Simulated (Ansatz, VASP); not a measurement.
One calculation of Bi, two programs

```
CELL_PARAMETERS angstrom
0.00000 2.50392 2.50392
2.50392 0.00000 2.50392
2.50392 2.50392 0.00000
ATOMIC_POSITIONS crystal
Bi 0.00000 0.00000 0.00000
```

Alike in both runs: task single point; functional r2SCAN; k mesh 12 × 12 × 12; occupations fermi-dirac, width 0.1 eV; no spin polarisation.

|  | VASP | Ansatz |
| --- | --- | --- |
| version | VASP 6.6.1 | Ansatz 0.2.0 |
| potentials or method | VASP PAW PBE potentials, release 64 (Bi_d) | plane waves (500 eV) with PAW, scalar-relativistic |
| plane-wave cutoff (eV) | 520 | 500 |
| valence electrons in the cell | 15 | 15 |

|  | VASP | Ansatz | Ansatz less VASP |
| --- | --- | --- | --- |
| pressure (GPa) | -0.2 | -0.2 | +0.04 |

Caveats: the PAW data sets were made with another functional, which shifts forces and pressure a little (VASP).
